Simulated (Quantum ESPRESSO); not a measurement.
A calculation with Quantum ESPRESSO 7.5 of Gd (ASE script, structure from a CIF):

File run.py:

```python
import numpy as np
from ase.calculators.espresso import Espresso, EspressoProfile
import spglib
from ase import Atoms
from ase.io import read

atoms = read('Gd.cif')
cell, pos, num = spglib.standardize_cell((atoms.cell[:], atoms.get_scaled_positions(), atoms.numbers), to_primitive=True, symprec=1e-4)
atoms = Atoms(numbers=num, cell=cell, scaled_positions=pos, pbc=True)
start = {'Gd': 7.0}
atoms.set_initial_magnetic_moments([start[e] for e in atoms.get_chemical_symbols()])

input_data = {
    'control': {'calculation': 'scf', 'prefix': 'pwscf', 'outdir': './tmp', 'tprnfor': True, 'tstress': True, 'disk_io': 'nowf'},
    'system': {'ecutwfc': 55.0, 'ecutrho': 440.0, 'nbnd': 18, 'input_dft': 'pbesol', 'occupations': 'smearing', 'smearing': 'fd', 'degauss': 0.00367493, 'nspin': 2},
    'electrons': {'conv_thr': 2e-10, 'electron_maxstep': 120, 'mixing_beta': 0.3},
}
pseudopotentials = {'Gd': 'Gd.paw.z_18.atompaw.wentzcovitch.v1.2.upf'}
profile = EspressoProfile(command='mpirun -n 2 pw.x -nk 2', pseudo_dir='pseudo')
dft = Espresso(profile=profile, input_data=input_data, pseudopotentials=pseudopotentials, kpts=(9, 9, 9), koffset=(0, 0, 0))
atoms.calc = dft

print(f'energy {atoms.get_potential_energy():.8f} eV')
print('forces (eV/A)')
print(np.round(atoms.get_forces(), 6))
print('stress (eV/A^3, Voigt)')
print(np.round(atoms.get_stress(), 8))
print(f'Fermi level {dft.get_fermi_level():.4f} eV')
```

The input Gd.cif:

```cif
data_Gd
_cell_length_a 4.05000000
_cell_length_b 4.05000000
_cell_length_c 4.05000000
_cell_angle_alpha 90.00000000
_cell_angle_beta 90.00000000
_cell_angle_gamma 90.00000000
_space_group_name_H-M_alt 'Im-3m'
_space_group_name_Hall '-I 4 2 3'
_space_group_IT_number 229
loop_
_space_group_symop_operation_xyz
'x,y,z'
'-x,-y,-z'
'-y,x,z'
'y,-x,-z'
'-x,-y,z'
'x,y,-z'
'y,-x,z'
'-y,x,-z'
'x,-y,-z'
'-x,y,z'
'-y,-x,-z'
'y,x,z'
'-x,y,-z'
'x,-y,z'
'y,x,-z'
'-y,-x,z'
'z,x,y'
'-z,-x,-y'
'z,-y,x'
'-z,y,-x'
'z,-x,-y'
'-z,x,y'
'z,y,-x'
'-z,-y,x'
'-z,x,-y'
'z,-x,y'
'-z,-y,-x'
'z,y,x'
'-z,-x,y'
'z,x,-y'
'-z,y,x'
'z,-y,-x'
'y,z,x'
'-y,-z,-x'
'x,z,-y'
'-x,-z,y'
'-y,z,-x'
'y,-z,x'
'-x,z,y'
'x,-z,-y'
'-y,-z,x'
'y,z,-x'
'-x,-z,-y'
'x,z,y'
'y,-z,-x'
'-y,z,x'
'x,-z,y'
'-x,z,-y'
'x+1/2,y+1/2,z+1/2'
'-x+1/2,-y+1/2,-z+1/2'
'-y+1/2,x+1/2,z+1/2'
'y+1/2,-x+1/2,-z+1/2'
'-x+1/2,-y+1/2,z+1/2'
'x+1/2,y+1/2,-z+1/2'
'y+1/2,-x+1/2,z+1/2'
'-y+1/2,x+1/2,-z+1/2'
'x+1/2,-y+1/2,-z+1/2'
'-x+1/2,y+1/2,z+1/2'
'-y+1/2,-x+1/2,-z+1/2'
'y+1/2,x+1/2,z+1/2'
'-x+1/2,y+1/2,-z+1/2'
'x+1/2,-y+1/2,z+1/2'
'y+1/2,x+1/2,-z+1/2'
'-y+1/2,-x+1/2,z+1/2'
'z+1/2,x+1/2,y+1/2'
'-z+1/2,-x+1/2,-y+1/2'
'z+1/2,-y+1/2,x+1/2'
'-z+1/2,y+1/2,-x+1/2'
'z+1/2,-x+1/2,-y+1/2'
'-z+1/2,x+1/2,y+1/2'
'z+1/2,y+1/2,-x+1/2'
'-z+1/2,-y+1/2,x+1/2'
'-z+1/2,x+1/2,-y+1/2'
'z+1/2,-x+1/2,y+1/2'
'-z+1/2,-y+1/2,-x+1/2'
'z+1/2,y+1/2,x+1/2'
'-z+1/2,-x+1/2,y+1/2'
'z+1/2,x+1/2,-y+1/2'
'-z+1/2,y+1/2,x+1/2'
'z+1/2,-y+1/2,-x+1/2'
'y+1/2,z+1/2,x+1/2'
'-y+1/2,-z+1/2,-x+1/2'
'x+1/2,z+1/2,-y+1/2'
'-x+1/2,-z+1/2,y+1/2'
'-y+1/2,z+1/2,-x+1/2'
'y+1/2,-z+1/2,x+1/2'
'-x+1/2,z+1/2,y+1/2'
'x+1/2,-z+1/2,-y+1/2'
'-y+1/2,-z+1/2,x+1/2'
'y+1/2,z+1/2,-x+1/2'
'-x+1/2,-z+1/2,-y+1/2'
'x+1/2,z+1/2,y+1/2'
'y+1/2,-z+1/2,-x+1/2'
'-y+1/2,z+1/2,x+1/2'
'x+1/2,-z+1/2,y+1/2'
'-x+1/2,z+1/2,-y+1/2'
loop_
_atom_site_label
_atom_site_type_symbol
_atom_site_symmetry_multiplicity
_atom_site_Wyckoff_symbol
_atom_site_fract_x
_atom_site_fract_y
_atom_site_fract_z
_atom_site_occupancy
Gd1 Gd 2 a 0.0000000000 0.0000000000 0.0000000000 1
```

Potentials or basis: SSSP 1.3 efficiency PBE.

Run with:

```sh
$ OMP_NUM_THREADS=1 python run.py
```

This isn't the form of Gd at room conditions, which is hcp.

Problem. Write the same calculation in another form: native input, structure typed inline.

Solution. As run:

File pw.in:

```
&CONTROL
  calculation = 'scf'
  prefix = 'pwscf'
  outdir = './tmp'
  pseudo_dir = './pseudo'
  tprnfor = .true.
  tstress = .true.
  disk_io = 'low'
/
&SYSTEM
  ibrav = 0
  nat = 1
  ntyp = 1
  ecutwfc = 55
  ecutrho = 440
  nbnd = 18
  input_dft = 'pbesol'
  occupations = 'smearing'
  smearing = 'fd'
  degauss = 0.00367493
  nspin = 2
  starting_magnetization(1) = 0.3889
/
&ELECTRONS
  conv_thr = 2d-10
  electron_maxstep = 120
  mixing_beta = 0.3
/
ATOMIC_SPECIES
Gd   157.2500 Gd.paw.z_18.atompaw.wentzcovitch.v1.2.upf
CELL_PARAMETERS angstrom
  -2.0250000000    2.0250000000    2.0250000000
   2.0250000000   -2.0250000000    2.0250000000
   2.0250000000    2.0250000000   -2.0250000000
ATOMIC_POSITIONS crystal
Gd     0.0000000000    0.0000000000    0.0000000000
K_POINTS automatic
9 9 9 0 0 0
```

pp_density.in

```
&INPUTPP
  prefix = 'pwscf'
  outdir = './tmp'
  filplot = 'density.dat'
  plot_num = 0
/
&PLOT
  nfile = 1
  filepp(1) = 'density.dat'
  iflag = 3
  output_format = 6
  fileout = 'density.cube'
/
```

File pp_potential.in:

```
&INPUTPP
  prefix = 'pwscf'
  outdir = './tmp'
  filplot = 'potential.dat'
  plot_num = 11
/
&PLOT
  nfile = 1
  filepp(1) = 'potential.dat'
  iflag = 3
  output_format = 6
  fileout = 'potential.cube'
/
```

File pp_spin.in:

```
&INPUTPP
  prefix = 'pwscf'
  outdir = './tmp'
  filplot = 'spin.dat'
  plot_num = 6
/
&PLOT
  nfile = 1
  filepp(1) = 'spin.dat'
  iflag = 3
  output_format = 6
  fileout = 'spin.cube'
/
```

Potentials or basis: SSSP 1.3 efficiency PBE.

Launch:

```bash
$ OMP_NUM_THREADS=1 mpirun -n 2 pw.x -nk 2 -in pw.in > pw.out
$ OMP_NUM_THREADS=1 mpirun -n 1 pp.x -in pp_density.in > pp_density.out
$ OMP_NUM_THREADS=1 mpirun -n 1 pp.x -in pp_potential.in > pp_potential.out
$ OMP_NUM_THREADS=1 mpirun -n 1 pp.x -in pp_spin.in > pp_spin.out
```

Both were run:

|  | ASE script, structure from a CIF | native input, structure typed inline |
| --- | --- | --- |
| Pressure | -2.4 GPa | -2.4 GPa |
| Band gap on the k mesh | none (metal or under the smearing width) | none (metal or under the smearing width) |
| Net moment | 7.64 μB per cell | 7.64 μB per cell |
| Absolute moment | 7.64 μB per cell | 7.64 μB per cell |
| Site moments | Gd +7.35 μB | Gd +7.35 μB |
| Valence electrons inside the program's atomic spheres | Gd 16.40 | Gd 16.40 |

Keys that steer only the numerical path or the files written may differ.

Caveat: the potentials were made for another functional, which shifts forces and pressure; spin-orbit coupling is left out, which moves the levels of the heavy elements.
